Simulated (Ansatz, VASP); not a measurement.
## One calculation of AlCu5, two programs

```
CELL_PARAMETERS angstrom
2.77196 0.00000 0.00000
0.00000 3.32360 0.00000
0.00000 0.00000 8.06047
ATOMIC_POSITIONS crystal
Al 0.50000 0.50000 0.50000
Cu 0.50000 0.50000 0.83744
Cu 0.00000 0.00000 0.67270
Cu 0.00000 0.00000 0.32730
Cu 0.50000 0.50000 0.16256
Cu 0.00000 0.00000 0.00000
```

Change from the starting cell: the structure that the rattled cell fell into.

Alike in both runs: functional PBE; k mesh 6 × 6 × 2; occupations gaussian, width 0.1 eV; no spin polarisation.

Ansatz relaxed the structure, and its values are those at the end. VASP's run is a single point on that final structure, the one shown.

```csv
,VASP,Ansatz
version,VASP 6.6.1,Ansatz 0.2.0
potentials or method,"VASP PAW PBE potentials, release 64 (Al, Cu)","scalar-relativistic, plane waves, PAW"
plane-wave cutoff (eV),520,420
valence electrons in the cell,58,98
```

```csv
,VASP,Ansatz,Ansatz less VASP
gap on the k mesh at the Fermi level (eV),none,none,-
pressure (GPa),0.5,0.0,-0.47
rms of the force components (eV/Å),0.005,0.004,-0.0004
```

A gap of «none» marks a metal or a gap that the smearing closes. The two sets of potentials don't hold the same shells in valence.

Caveats: the k mesh is coarse (spacing up to 0.39 Å⁻¹), so the values aren't converged.
